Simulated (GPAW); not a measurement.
# As (Cmce) in GPAW: reference runs

How does As come out in PBE? The cell is run as given and disturbed.

Everything below comes from runs of GPAW 26.7.0. Logs are shortened: lines on timing, memory, paths and dates and some standing lists are left out, and cuts for length are marked. The log counts tension as positive stress, the text compression.

## (1) The structure

The structure is orthorhombic, space group Cmce (No. 64). The conventional cell has a = 3.650 Å, b = 11.000 Å, c = 4.470 Å, α = 90.00°, β = 90.00°, γ = 90.00°. As (site symmetry m) is surrounded by 3 As at 2.48 to 2.49 Å.

This isn't the form of As at room conditions, which is rhombohedral.

## (2) Single point, PBE

Input file run.py:

```python
from ase import Atoms
from ase.dft.bandgap import bandgap
from ase.io import write
from ase.units import Bohr, GPa
from gpaw import GPAW, PW
from gpaw.elf import elf_from_dft_calculation

atoms = Atoms(['As', 'As', 'As', 'As'],
              cell=[[1.825, -5.5, 0.0],
                    [1.825, 5.5, 0.0],
                    [0.0, 0.0, 4.47]],
              scaled_positions=[[0.39, 0.61, 0.56],
                                [0.89, 0.11, 0.94],
                                [0.61, 0.39, 0.44],
                                [0.11, 0.89, 0.06]],
              pbc=True)

calc = GPAW(mode=PW(600),
            xc='PBE',
            kpts={'size': (8, 8, 6), 'gamma': True},
            occupations={'name': 'fermi-dirac', 'width': 0.05},
            nbands=21,
            convergence={'density': 1e-05, 'energy': 1e-05},
            maxiter=150,
            txt='gpaw.txt')
atoms.calc = calc
energy = atoms.get_potential_energy()
forces = atoms.get_forces()
stress = atoms.get_stress()
calc.write('gs.gpw')
write('result.traj', atoms)
print(f'Energy: {energy:.6f} eV')
print('Forces (eV/A):')
print(forces.round(4))
print('Stress (GPa):', (stress / GPa).round(3))
print('Fermi level:', round(calc.get_fermi_level(), 4), 'eV')
print(f'Gap: {bandgap(calc)[0]:.4f} eV, direct: {bandgap(calc, direct=True)[0]:.4f} eV')

# fields on the real-space grid
write('density.cube', atoms, data=calc.get_pseudo_density() * Bohr**3)
write('potential.cube', atoms, data=calc.get_electrostatic_potential())
write('elf.cube', atoms, data=elf_from_dft_calculation(calc).data)
```

Potentials or basis: GPAW PAW data sets (gpaw-data 1.2.1), pw.

Run with:

```
OMP_NUM_THREADS=1 python run.py
```

gpaw.txt:

```text
__  _  _
 | _ |_)|_||  |
 |__||  | ||/\| - 26.7.0

Input parameters:
  mode=PW(ecut=600.0),
  convergence={'density': 1e-05, 'energy': 1e-05},
  kpts=MonkhorstPack(size=(8, 8, 6), gamma=True),
  maxiter=150,
  nbands=21,
  occupations=Occupations(name='fermi-dirac', width=0.05),
  xc=XC(name='PBE')

Diagonalizing LCAO Hamiltonian
Converting LCAO to pw mode

           As
       As    As
         As

Atoms  # Å, Bohr magnetons
|   | symbol |        x |         y |        z |    initial magnetic moments |
|---|--------|----------|-----------|----------|-----------------------------|
| 0 |     As | 1.825000 |  1.210000 | 2.503200 | ( 0.0000,  0.0000,  0.0000) |
| 1 |     As | 1.825000 | -4.290000 | 4.201800 | ( 0.0000,  0.0000,  0.0000) |
| 2 |     As | 1.825000 | -1.210000 | 1.966800 | ( 0.0000,  0.0000,  0.0000) |
| 3 |     As | 1.825000 |  4.290000 | 0.268200 | ( 0.0000,  0.0000,  0.0000) |

Unit cell  # Å
| periodic |        x |         y |        z |  lengths |     angles |
|----------|----------|-----------|----------|----------|------------|
|      yes | 1.825000 | -5.500000 | 0.000000 | 5.794879 |  90.000000 |
|      yes | 1.825000 |  5.500000 | 0.000000 | 5.794879 |  90.000000 |
|      yes | 0.000000 |  0.000000 | 4.470000 | 4.470000 | 143.286435 |

Number of symmetries: 4
Symmetry operations  # r_c * U_cc + t_c -> r_c
|   | kind |            matrix            |
|---|------|------------------------------|
| 0 |  E   |  1, 0, 0,  0, 1, 0,  0, 0, 1 |
| 1 |  C2  |  0, 1, 0,  1, 0, 0,  0, 0,-1 |
| 2 |  σ   |  0,-1, 0, -1, 0, 0,  0, 0, 1 |
| 3 |  i   | -1, 0, 0,  0,-1, 0,  0, 0,-1 |

BZ-sampling:
  Number of BZ points: 384
  Number of IBZ points: 114

  Monkhorst-Pack size: [8, 8, 6]
  Monkhorst-Pack shift: [0.0625, 0.0625, 0.08333333333333333]

K-points  # in reciprocal-cell coordinates
|     |                                coordinates |     weight |
|-----|--------------------------------------------|------------|
|   0 | (  0.00000000,   0.00000000,   0.00000000) | 0.00260417 |
|   1 | (  0.00000000,   0.00000000,   0.16666667) | 0.00520833 |
|   2 | (  0.00000000,   0.00000000,   0.33333333) | 0.00520833 |
|   3 | (  0.00000000,   0.00000000,   0.50000000) | 0.00260417 |
|   4 | (  0.12500000,  -0.12500000,  -0.33333333) | 0.00520833 |
|   5 | (  0.12500000,  -0.12500000,  -0.16666667) | 0.00520833 |
|   6 | (  0.12500000,  -0.12500000,   0.00000000) | 0.00520833 |
|   7 | (  0.12500000,  -0.12500000,   0.16666667) | 0.00520833 |
|   8 | (  0.12500000,  -0.12500000,   0.33333333) | 0.00520833 |
|   9 | (  0.12500000,  -0.12500000,   0.50000000) | 0.00520833 |
| ... |                                            |            |
| 113 | (  0.50000000,   0.50000000,   0.50000000) | 0.00260417 |

Plane wave coefficients: 3023
Cutoff: 600.0 eV

Spin-components: 1 (collinear spins)
Bands:           21
Projectors:      20
Spin-degeneracy: 2
Datatype:        complex128

Parallelization:
  kpt:    1
  domain: 1
  band:   1

Density:
  Valence electrons: 20.0
  Components: 1
  Grid points: [35 35 27]
  Charge: 0.0  # |e|

Potential:
  Grid points: [35 35 27]

species:
  As:
    name:    Arsenic
    Z:       33.0
    valence: 5
    core:    28
    charge:  0.0  # [|e|]
    compensation charges:
      type: gauss
      rc: 0.33  # [Å]
      lmax: 2
    cutoffs:
      filter: 1.87  # [Å]
      core: 2.96  # [Å]
    projectors
    | kind |    occ | energy [eV] | rcut [Å] |
    |------|--------|-------------|----------|
    |   4s |  2.000 |     -14.487 |    1.058 |
    |   4p |  3.000 |      -5.196 |    1.058 |
    |    s |        |      12.725 |    1.058 |
    |    p |        |      22.016 |    1.058 |
    |    d |        |       0.000 |    1.058 |

    Using partial waves for As as LCAO basis

Reference energy: -246011.894401  # eV

eigensolver:
  PPCG
  Converge bands: occupied
  niter=2

density mixing:
  MSR1-Mixer
  Pratt-step length: 0.05
  Maximum mixing coefficient: 0.75
  Old densities: 10
  SVD Regularization: 0.005
  Good broyden scale: 1.0
  Trust region scale: 1.0
  Backstep threshold: 4.0
  History deletion threshold: 6.0
  Fourier metric: weight=20.0, sigma=0.015

occupation numbers:
  Fermi-Dirac:
    width: 0.0500  # eV

poisson solver:
  ecut: 4800.0  # eV

xc functional:
  name: PBE with 2 nearest neighbor stencil

convergence criteria:
[... 6 lines left out ...]
|iter     | |      energy | eigst |  dens |
|---------|-|-------------|-------|-------|
|iter:   1| |  -18.550844 | -0.65 |       |
|iter:   2| |  -18.550701 | -2.96 | -1.12 |
|iter:   3| |  -18.522814 | -3.11 | -1.14 |
|iter:   4| |  -18.521439 | -3.96 | -1.69 |
|iter:   5| |  -18.521497 | -5.62 | -2.78 |
|iter:   6| |  -18.521498c| -6.61 | -3.25 |
|iter:   7| |  -18.521500c| -7.71c| -3.67 |
|iter:   8| |  -18.521500c| -8.61c| -4.16 |
|iter:   9| |  -18.521500c| -9.18c| -5.26c|

Converged in 9 steps
Energy contributions relative to reference atoms: (reference = -246011.894401)

Energy contributions:
  Kinetic:          38.788360
  Coulomb:         -37.618546
  Zero:             -0.034539
  External:          0.000000
  Xc:              -19.655427
  Entropy:          -0.002697
  Spinorbit:         0.000000
  ----------------------------
  Free energy:     -18.522849
  Extrapolated:    -18.521500

dipole moment: (-0.000017, 0.000000, -0.000021)  # |e|*Ang

Fermi level: 6.298
Eigenvalues  # (at kpt = [0.000, 0.000, 0.000])
| band index |      eig [eV] | occ [0-2] |
|------------|---------------|-----------|
|          0 |        -8.488 |     2.000 |
|        ... |               |           |
|          2 |        -3.097 |     2.000 |
|          3 |         0.241 |     2.000 |
|          4 |         0.286 |     2.000 |
|          5 |         1.987 |     2.000 |
|          6 |         3.264 |     2.000 |
|          7 |         4.060 |     2.000 |
[... 8 lines left out ...]
|         16 |        13.392 |     0.000 |
|         17 |        13.536 |     0.000 |
|        ... |               |           |
|         20 |        15.619 |     0.000 |

Gap: 0.065 eV
Transition (v -> c):
  (s=0, k=112, n=9, [0.50, 0.50, 0.33]) -> (s=0, k=106, n=10, [0.50, 0.38, 0.00])
Direct/indirect transitions are different
Direct gap: 0.137 eV
Transition at: (s=0, k=106, n=9, [0.50, 0.38, 0.00])

Forces  # eV/Ang
|        x |        y |        z |
|----------|----------|----------|
| -0.00000 |  0.16015 |  0.00708 |  # As   0
|  0.00000 |  0.16008 | -0.00700 |  # As   1
|  0.00000 | -0.16015 | -0.00708 |  # As   2
|  0.00000 | -0.16008 |  0.00700 |  # As   3

Stress tensor  # eV/Ang^3
|         x |         y |         z |
|-----------|-----------|-----------|
| -0.025905 | -0.000000 |  0.000000 |
| -0.000000 | -0.019486 |  0.000000 |
|  0.000000 |  0.000000 | -0.015252 |

# Writing to gs.gpw (mode='')
```

Run time: 2.4 min. Hardware: 1 thread of Arm Neoverse V2, shared host; peak memory 0.34 GiB.

Results:

- Free energy: -18.5228 eV
- Pressure: 3.2 GPa
- Largest force: 0.160 eV/Å
- Band gap on the k mesh: 0.06 eV, indirect (least direct gap 0.14 eV)

Forces in eV/Å, atoms in the order of the input:
```
As   0.000  0.160  0.007
As   0.000  0.160 -0.007
As   0.000 -0.160 -0.007
As   0.000 -0.160  0.007
```

Stress tensor (GPa, compression positive):
```
4.15 0.00 0.00
0.00 3.12 0.00
0.00 0.00 2.44
```

Caveat: the program warned that so skewed a cell can give wrong results. A k mesh can miss the band edges.

## (3) Single point, PBE (atoms moved at random, drawn with an rms of 0.05 Å)

Input file run.py:

```python
from ase import Atoms
from ase.dft.bandgap import bandgap
from ase.io import write
from ase.units import GPa
from gpaw import GPAW, PW

atoms = Atoms(['As', 'As', 'As', 'As'],
              cell=[[1.825, -5.5, 0.0],
                    [1.825, 5.5, 0.0],
                    [0.0, 0.0, 4.47]],
              scaled_positions=[[0.375366, 0.603355, 0.558657],
                                [0.88654, 0.105281, 0.939657],
                                [0.618293, 0.392503, 0.439575],
                                [0.114274, 0.892476, 0.05694]],
              pbc=True)

calc = GPAW(mode=PW(600),
            xc='PBE',
            kpts={'size': (8, 8, 6), 'gamma': True},
            occupations={'name': 'fermi-dirac', 'width': 0.05},
            nbands=21,
            convergence={'density': 1e-05, 'energy': 1e-05},
            maxiter=150,
            txt='gpaw.txt')
atoms.calc = calc
energy = atoms.get_potential_energy()
forces = atoms.get_forces()
stress = atoms.get_stress()
calc.write('gs.gpw')
write('result.traj', atoms)
print(f'Energy: {energy:.6f} eV')
print('Forces (eV/A):')
print(forces.round(4))
print('Stress (GPa):', (stress / GPa).round(3))
print('Fermi level:', round(calc.get_fermi_level(), 4), 'eV')
print(f'Gap: {bandgap(calc)[0]:.4f} eV, direct: {bandgap(calc, direct=True)[0]:.4f} eV')
```

Potentials or basis: GPAW PAW data sets (gpaw-data 1.2.1), pw.

Run with:

```
OMP_NUM_THREADS=1 python run.py
```

gpaw.txt:

```text
__  _  _
 | _ |_)|_||  |
 |__||  | ||/\| - 26.7.0

Input parameters:
  mode=PW(ecut=600.0),
  convergence={'density': 1e-05, 'energy': 1e-05},
  kpts=MonkhorstPack(size=(8, 8, 6), gamma=True),
  maxiter=150,
  nbands=21,
  occupations=Occupations(name='fermi-dirac', width=0.05),
  xc=XC(name='PBE')

Diagonalizing LCAO Hamiltonian
Converting LCAO to pw mode

           As
       As    As
         As

Atoms  # Å, Bohr magnetons
|   | symbol |        x |         y |        z |    initial magnetic moments |
|---|--------|----------|-----------|----------|-----------------------------|
| 0 |     As | 1.786166 |  1.253939 | 2.497197 | ( 0.0000,  0.0000,  0.0000) |
| 1 |     As | 1.810073 | -4.296924 | 4.200267 | ( 0.0000,  0.0000,  0.0000) |
| 2 |     As | 1.844703 | -1.241845 | 1.964900 | ( 0.0000,  0.0000,  0.0000) |
| 3 |     As | 1.837319 |  4.280111 | 0.254522 | ( 0.0000,  0.0000,  0.0000) |

Unit cell  # Å
| periodic |        x |         y |        z |  lengths |     angles |
|----------|----------|-----------|----------|----------|------------|
|      yes | 1.825000 | -5.500000 | 0.000000 | 5.794879 |  90.000000 |
|      yes | 1.825000 |  5.500000 | 0.000000 | 5.794879 |  90.000000 |
|      yes | 0.000000 |  0.000000 | 4.470000 | 4.470000 | 143.286435 |

Number of symmetries: 1
Symmetry operations  # r_c * U_cc + t_c -> r_c
|   | kind |            matrix            |
|---|------|------------------------------|
| 0 |  E   |  1, 0, 0,  0, 1, 0,  0, 0, 1 |

BZ-sampling:
  Number of BZ points: 384
  Number of IBZ points: 196

  Monkhorst-Pack size: [8, 8, 6]
  Monkhorst-Pack shift: [0.0625, 0.0625, 0.08333333333333333]

K-points  # in reciprocal-cell coordinates
|     |                                coordinates |     weight |
|-----|--------------------------------------------|------------|
|   0 | (  0.00000000,   0.00000000,   0.00000000) | 0.00260417 |
|   1 | (  0.00000000,   0.00000000,   0.16666667) | 0.00520833 |
|   2 | (  0.00000000,   0.00000000,   0.33333333) | 0.00520833 |
|   3 | (  0.00000000,   0.00000000,   0.50000000) | 0.00260417 |
|   4 | (  0.00000000,   0.12500000,  -0.33333333) | 0.00520833 |
|   5 | (  0.00000000,   0.12500000,  -0.16666667) | 0.00520833 |
|   6 | (  0.00000000,   0.12500000,   0.00000000) | 0.00520833 |
|   7 | (  0.00000000,   0.12500000,   0.16666667) | 0.00520833 |
|   8 | (  0.00000000,   0.12500000,   0.33333333) | 0.00520833 |
|   9 | (  0.00000000,   0.12500000,   0.50000000) | 0.00520833 |
| ... |                                            |            |
| 195 | (  0.50000000,   0.50000000,   0.50000000) | 0.00260417 |

Plane wave coefficients: 3023
Cutoff: 600.0 eV

Spin-components: 1 (collinear spins)
Bands:           21
Projectors:      20
Spin-degeneracy: 2
Datatype:        complex128

Parallelization:
  kpt:    1
  domain: 1
  band:   1

Density:
  Valence electrons: 20.0
  Components: 1
  Grid points: [35 35 27]
  Charge: 0.0  # |e|

Potential:
  Grid points: [35 35 27]

species:
  As:
    name:    Arsenic
    Z:       33.0
    valence: 5
    core:    28
    charge:  0.0  # [|e|]
    compensation charges:
      type: gauss
      rc: 0.33  # [Å]
      lmax: 2
    cutoffs:
      filter: 1.87  # [Å]
      core: 2.96  # [Å]
    projectors
    | kind |    occ | energy [eV] | rcut [Å] |
    |------|--------|-------------|----------|
    |   4s |  2.000 |     -14.487 |    1.058 |
    |   4p |  3.000 |      -5.196 |    1.058 |
    |    s |        |      12.725 |    1.058 |
    |    p |        |      22.016 |    1.058 |
    |    d |        |       0.000 |    1.058 |

    Using partial waves for As as LCAO basis

Reference energy: -246011.894401  # eV

eigensolver:
  PPCG
  Converge bands: occupied
  niter=2

density mixing:
  MSR1-Mixer
  Pratt-step length: 0.05
  Maximum mixing coefficient: 0.75
  Old densities: 10
  SVD Regularization: 0.005
  Good broyden scale: 1.0
  Trust region scale: 1.0
  Backstep threshold: 4.0
  History deletion threshold: 6.0
  Fourier metric: weight=20.0, sigma=0.015

occupation numbers:
  Fermi-Dirac:
    width: 0.0500  # eV

poisson solver:
  ecut: 4800.0  # eV

xc functional:
  name: PBE with 2 nearest neighbor stencil

convergence criteria:
[... 6 lines left out ...]
|iter     | |      energy | eigst |  dens |
|---------|-|-------------|-------|-------|
|iter:   1| |  -18.535014 | -0.67 |       |
|iter:   2| |  -18.535401 | -2.97 | -1.13 |
|iter:   3| |  -18.511538 | -3.19 | -1.15 |
|iter:   4| |  -18.510255 | -4.02 | -1.70 |
|iter:   5| |  -18.510288 | -5.48 | -2.78 |
|iter:   6| |  -18.510282c| -6.35 | -3.10 |
|iter:   7| |  -18.510285c| -7.67c| -3.59 |
|iter:   8| |  -18.510285c| -8.56c| -4.14 |
|iter:   9| |  -18.510285c| -8.30c| -4.77 |
|iter:  10| |  -18.510285c| -9.30c| -5.43c|

Converged in 10 steps
Energy contributions relative to reference atoms: (reference = -246011.894401)

Energy contributions:
  Kinetic:          35.719924
  Coulomb:         -35.023772
  Zero:             -0.032406
  External:          0.000000
  Xc:              -19.172329
  Entropy:          -0.003403
  Spinorbit:         0.000000
  ----------------------------
  Free energy:     -18.511987
  Extrapolated:    -18.510285

dipole moment: (-0.068047, -0.179731, -0.260626)  # |e|*Ang

Fermi level: 6.252
Eigenvalues  # (at kpt = [0.000, 0.000, 0.000])
| band index |      eig [eV] | occ [0-2] |
|------------|---------------|-----------|
|          0 |        -8.399 |     2.000 |
|        ... |               |           |
|          2 |        -2.986 |     2.000 |
|          3 |         0.198 |     2.000 |
|          4 |         0.277 |     2.000 |
|          5 |         2.021 |     2.000 |
|          6 |         3.376 |     2.000 |
|          7 |         4.023 |     2.000 |
[... 8 lines left out ...]
|         16 |        13.299 |     0.000 |
|         17 |        13.471 |     0.000 |
|        ... |               |           |
|         20 |        15.242 |     0.000 |

No gap
No difference between direct/indirect transitions

Forces  # eV/Ang
|        x |        y |        z |
|----------|----------|----------|
|  0.19878 | -0.31206 |  0.03397 |  # As   0
| -0.10685 |  0.17353 | -0.00588 |  # As   1
| -0.09024 |  0.31557 | -0.10459 |  # As   2
| -0.00169 | -0.17708 |  0.07650 |  # As   3

Stress tensor  # eV/Ang^3
|         x |         y |         z |
|-----------|-----------|-----------|
| -0.022889 | -0.002825 |  0.003125 |
| -0.002825 | -0.008764 | -0.000606 |
|  0.003125 | -0.000606 | -0.010769 |

# Writing to gs.gpw (mode='')
```

Wall time 4.1 min (1 thread of Arm Neoverse V2, shared host); peak memory 0.47 GiB.

Results:

```
Free energy            : -18.5120 eV
Pressure               : 2.3 GPa
Largest force          : 0.372 eV/Å
Band gap on the k mesh : none (metal or under the smearing width)
```

Forces in eV/Å, atoms in the order of the input:
```
As   0.199 -0.312  0.034
As  -0.107  0.174 -0.006
As  -0.090  0.316 -0.105
As  -0.002 -0.177  0.076
```

Levels at points of the mesh, in eV from the Fermi level:
| k point | band 8 | band 9 | band 10 | band 11 | band 12 | band 13 |
| --- | --- | --- | --- | --- | --- | --- |
| (0.00, 0.00, 0.00) | -2.23 | -1.86 | -1.02 | 1.93 | 2.17 | 2.61 |
| (0.00, 0.00, 0.50) | -1.82 | -0.51 | -0.41 | 1.03 | 1.05 | 2.01 |
| (0.00, 0.50, 0.00) | -2.44 | -2.37 | -2.19 | 0.78 | 0.83 | 1.08 |
| (0.00, 0.50, 0.50) | -4.54 | -1.85 | -1.73 | 1.96 | 2.06 | 4.67 |
| (0.50, 0.00, 0.00) | -2.44 | -2.31 | -2.19 | 0.82 | 0.86 | 1.00 |
| (0.50, 0.00, 0.50) | -4.53 | -1.81 | -1.71 | 1.72 | 2.01 | 4.69 |
| (0.50, 0.50, 0.00) | -1.66 | -1.20 | -0.43 | 0.19 | 2.10 | 2.48 |
| (0.50, 0.50, 0.50) | -1.77 | -0.99 | -0.94 | 1.32 | 1.57 | 1.71 |

Caveat: the program warned that so skewed a cell can give wrong results.
